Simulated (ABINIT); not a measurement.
The system is ZrB2.

```
Zr B
1.0
     3.17000    0.00000    0.00000
    -1.58500    2.74530    0.00000
     0.00000    0.00000    3.53300
Zr B
1 2
Direct
  0.00000 0.00000 0.00000
  0.66667 0.33333 0.50000
  0.33333 0.66667 0.50000
```

Base run:

```yaml
Program: ABINIT 10.8.3 (patched build)
Functional: PBEsol
Potentials_or_basis: JTH PAW PBE v2.0
Cutoff: 463 eV
k_mesh: 10 × 10 × 8
Occupations: fermi-dirac, width 0.05 eV
Spin: no spin polarisation
```

Its results: band gap on the k mesh none (metal or under the smearing width); pressure -4.1 GPa.

**Question.** After a change of settings the same cell gave: band gap on the k mesh none (metal or under the smearing width); pressure -3.5 GPa. Which change was it?
A. functional from PBEsol to LDA; potentials or basis from JTH PAW PBE v2.0 to JTH PAW LDA v2.0
B. functional from PBEsol to RPBE
C. functional from PBEsol to WC; spin from no spin polarisation to spin-orbit coupling, no magnetisation

**Answer.** C.

Caveats: the PAW data sets were made with another functional, which shifts forces and pressure a little.

Runs at the PBE level aren't shown here.
